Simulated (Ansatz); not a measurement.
The system is BaTiO3.

```
Ba Ti O
1.0
     3.99980    0.00000    0.00000
     0.00000    3.99980    0.00000
     0.00000    0.00000    4.01800
Ba Ti O
1 1 3
Direct
  0.00000 0.00000 0.00000
  0.50000 0.50000 0.49000
  0.00000 0.50000 0.51700
  0.50000 0.00000 0.51700
  0.50000 0.50000 0.01900
```

Base run:

```yaml
Program: Ansatz 0.2.0
Functional: PBE
Potentials_or_basis: Ansatz PAW
Cutoff: 300 eV
Density_cutoff: 1200 eV
k_mesh: 7 × 7 × 7
Occupations: fermi-dirac, width 0.05 eV
Spin: no spin polarisation
```

Its results: band gap on the k mesh 1.89 eV, indirect (least direct gap 2.05 eV); pressure 1.8 GPa; largest force 0.510 eV/Å.

Problem. The run is repeated on the same cell with these changes: cutoff from 300 eV to 600 eV; density cutoff from 1200 eV to 2400 eV. What comes out?

Solution. Band gap on the k mesh 1.93 eV, indirect (least direct gap 2.09 eV); pressure 2.4 GPa; largest force 0.311 eV/Å.

Caveats: odd divisions of the mesh miss points on the zone boundary, where band edges often lie, so the gap on the mesh can be too wide; spin-orbit coupling is left out, which moves the levels of the heavy elements; the pressure holds a Pulay correction of +24.2 GPa for the finite cutoff (some runs); the cutoff lies under the one recommended for these potentials (some runs).

A k mesh can miss the band edges.
